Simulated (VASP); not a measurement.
The system is CdSe.

```
CELL_PARAMETERS angstrom
0.00000 3.04621 3.04621
3.04621 0.00000 3.04621
3.04621 3.04621 0.00000
ATOMIC_POSITIONS crystal
Cd 0.00000 0.00000 0.00000
Se 0.25000 0.25000 0.25000
```

The cell was built by a generator and needn't be a form met in nature.

Base run:

```yaml
Program: VASP 6.6.1
Functional: PBEsol
Potentials_or_basis: VASP PAW PBE potentials, release 64 (Cd, Se)
Cutoff: 520 eV
k_mesh: 8 × 8 × 8
Occupations: gaussian, width 0.03 eV
Spin: no spin polarisation
```

Its results: band gap on the k mesh 0.47 eV, direct; pressure 0.1 GPa.

**Question.** The run is repeated on the same cell with these changes: functional from PBEsol to r2SCAN. What comes out?

**Answer.** Band gap on the k mesh 1.08 eV, direct; pressure 1.4 GPa.

r2SCAN gives the wider gap, since meta-GGAs in the generalised Kohn-Sham scheme recover part of the derivative discontinuity.

Caveats: the PAW data sets were made with another functional, which shifts forces and pressure a little.
